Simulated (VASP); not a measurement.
A run of VASP 6.6.1 is set up as follows.

INCAR

```
PREC = Accurate
ENCUT = 600
EDIFF = 1E-7
ISMEAR = -1
SIGMA = 0.05
LREAL = F
LASPH = T
NELM = 80
ALGO = Normal
ISIF = 3
LWAVE = F
LCHARG = F
GGA = RE
LUSE_VDW = T
AGGAC = 0.0
IBRION = 2
NSW = 60
EDIFFG = -0.005
```

Contents of KPOINTS:

```
regular mesh
0
Gamma
  8 8 8
```

POSCAR

```
Ge
1.0
    0.0000000000      2.8289100000      2.8289100000
    2.8289100000      0.0000000000      2.8289100000
    2.8289100000      2.8289100000      0.0000000000
Ge
2
Direct
    0.7500000000      0.7500000000      0.7500000000
    0.5000000000      0.5000000000      0.5000000000
```

Potentials or basis: VASP PAW PBE potentials, release 64 (Ge_d).

Launch:

```bash
$ cat potpaw_PBE.64/Ge_d/POTCAR > POTCAR
$ mpirun -np 1 vasp_std > vasp.out
```

What does it give for the band gap on the k mesh?

None (metal or under the smearing width).

Predict the relaxed volume.

25.02 Å³/atom.

The path:
| step | energy change (eV) | largest force (eV/Å) | pressure (GPa) | volume (Å³) |
| --- | --- | --- | --- | --- |
| 1 | 0.0000 | 0.0000 | 6.39 | 45.28 |
| 2 | -0.0805 | 0.0000 | -1.28 | 51.46 |
| 3 | -0.0863 | 0.0000 | 0.03 | 50.03 |

Caveat: the PAW data sets were made with another functional, which shifts forces and pressure a little; the volume moved by +10 % from the deposited cell, more than functionals usually miss; this crystal is a semiconductor, whose small gap the functional closes, so the metal is an error of the method.

The cell as given is a measured one (22.64 Å³/atom); vdW-DF puts the equilibrium volume +10.5 % from it, thermal expansion not counted.
